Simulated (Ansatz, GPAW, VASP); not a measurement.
**Ge: programs and potentials compared**

```xyz
2
Lattice="0.0000 2.8289 2.8289 2.8289 0.0000 2.8289 2.8289 2.8289 0.0000" Properties=species:S:1:pos:R:3 pbc="T T T"
Ge    4.2434    4.2434    4.2434
Ge    2.8289    2.8289    2.8289
```

Alike in all runs: task single point; functional PBE; k mesh 8 × 8 × 8; occupations gaussian, width 0.026 eV; no spin polarisation; no spin-orbit coupling. Pressure is positive in compression and, in plane waves, holds the error of the finite cutoff.

| program and potentials | plane-wave cutoff (eV) | notes | band gap (eV) | pressure (GPa) |
| --- | --- | --- | --- | --- |
| GPAW, GPAW PAW data sets (gpaw-data 1.2.1) | 600 | 4 valence electrons an atom on average | 0.09 | 3.84 |
| VASP, PBE PAW files Ge_d, 520 eV | 520 | 14 valence electrons an atom on average | 0.03 | 3.49 |
| Ansatz, all-electron LAPW, scalar-relativistic | - | - | 0.04 | 3.58 |

The band gap spans 0.03 (VASP, PBE PAW files Ge_d, 520 eV) to 0.09 eV (GPAW, GPAW PAW data sets (gpaw-data 1.2.1)), with all-electron results at 0.04. The pressure spans 3.49 (VASP, PBE PAW files Ge_d, 520 eV) to 3.84 GPa (GPAW, GPAW PAW data sets (gpaw-data 1.2.1)), with all-electron results at 3.58.

Differences between rows come from potentials, basis sets and numerical settings, since the functional is the same but for its coding. Runs on potential files found faulty are left out.

All three calculations put germanium at the edge of gap closure, far below the measured gap of this well-known semiconductor. The main cause is the semilocal functional, which lacks the derivative discontinuity of the exchange-correlation potential and places the antibonding, s-like conduction state at the zone centre too low. The positive pressures fit the same functional's tendency to underbind: the cell is close to the experimental one, and PBE would prefer longer Ge–Ge bonds.

The VASP run, which treats the 3d shell as valence, lies closer to the all-electron result in both gap and pressure than the GPAW run with only the four outer electrons. This suggests that 3d relaxation and its overlap with the valence density play a part, though other differences between the data sets could contribute as well. Spin-orbit coupling would raise the p-like valence band top by an amount comparable to or larger than these gaps, so the small positive values don't establish a semiconducting state at this level of theory.
